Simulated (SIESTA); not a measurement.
Runs of SIESTA 5.4.2 on Hf. The cell holds a slab with vacuum, 5 atoms: a = 3.140 Å, b = 3.140 Å, c = 25.254 Å, α = 90.00°, β = 90.00°, γ = 120.00°. The slab is cut from a database's or a generator's crystal, which needn't be the stable form of the element.

```csv
potentials or basis,gap on the mesh (eV),largest force (eV/Å)
"PseudoDojo 0.4 standard (PBE files), SZP (energy shift 0.003 Ry)",none,0.68
"PseudoDojo 0.4 standard (PBE files), SZ (energy shift 0.003 Ry)",none,(a)
"PseudoDojo 0.4 standard (PBE files), DZ (energy shift 0.003 Ry; two zetas on semicore shells)",none,0.67
"PseudoDojo 0.4 standard (PBE files), DZP (energy shift 0.003 Ry; two zetas on semicore shells)",none,0.69
"PseudoDojo 0.4 standard (PBE files), TZDP (energy shift 0.003 Ry; two zetas on semicore shells)",none,0.69
"PseudoDojo 0.4 standard (PBE files), DZDP (energy shift 0.003 Ry; two zetas on semicore shells)",none,0.69
"PseudoDojo 0.4 standard (PBE files), TZP (energy shift 0.003 Ry; two zetas on semicore shells)",none,0.69
```

Alike in all rows: task band structure; level PBE; no spin polarisation; cell as given; k mesh 10 × 10 × 1; smearing fermi-dirac 0.05 eV; grid cutoff 800 Ry; energy shift 0.003 Ry.

Task: Fill in the values left out.

Result: (a) 0.82.

Caveats: spin-orbit coupling is left out, which moves the levels of the heavy elements; the basis of atomic orbitals isn't converged, which shifts pressures, moduli and gaps; the basis has no polarisation orbitals (some runs).

A k mesh can miss the band edges, and the runs leave out spin-orbit coupling on Hf.

A gap of «none» marks a metal or a gap under the smearing width.
